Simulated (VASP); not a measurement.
Here is a VASP 6.6.1 calculation.

POSCAR

```
BN
1.0
    2.4982400000      0.0000000000      0.0000000000
   -1.2491200000      2.1635393048      0.0000000000
    0.0000000000      0.0000000000      6.6357000000
N B
2 2
Direct
    0.6666666667      0.3333333333      0.2500000000
    0.3333333333      0.6666666667      0.7500000000
    0.6666666667      0.3333333333      0.7500000000
    0.3333333333      0.6666666667      0.2500000000
```

INCAR.step1

```
ALGO = Fast
EDIFF = 1E-8
EDIFFG = -0.002
ENCUT = 600
GGA = PS
IBRION = 2
ISIF = 3
ISMEAR = 0
LASPH = T
LCHARG = F
LREAL = F
LWAVE = F
NELM = 80
NSW = 40
PREC = Accurate
SIGMA = 0.02
```

Contents of INCAR.step2:

```
ALGO = Fast
EDIFF = 1E-8
ENCUT = 600
GGA = PS
IBRION = 8
ISIF = 2
ISMEAR = 0
LASPH = T
LCHARG = F
LREAL = F
LWAVE = F
NELM = 80
NSW = 1
PREC = Accurate
SIGMA = 0.02
```

The input KPOINTS:

```
k-points
0
Gamma
  9 9 3
```

Potentials or basis: VASP PAW PBE potentials, release 64 (N, B).

Launch:

```console
$ cat potpaw_PBE.64/N/POTCAR potpaw_PBE.64/B/POTCAR > POTCAR
$ cp INCAR.step1 INCAR
$ mpirun -np 1 vasp_std > vasp.out
$ cp CONTCAR POSCAR
$ cp INCAR.step2 INCAR
$ mpirun -np 1 vasp_std > vasp.out
```

Task: Predict the highest phonon frequency at Γ, LO-TO splitting left out.

Result: 1360 cm⁻¹.

Task: Predict the relaxed cell.

Result: a = 2.505 Å, b = 2.505 Å, c = 6.911 Å, α = 90.00°, β = 90.00°, γ = 120.00°.

Final structure:
```
N B
1.0
     2.50516    0.00000    0.00000
    -1.25258    2.16953    0.00000
     0.00000    0.00000    6.91136
N B
2 2
Direct
  0.66667 0.33333 0.25000
  0.33333 0.66667 0.75000
  0.66667 0.33333 0.75000
  0.33333 0.66667 0.25000
```
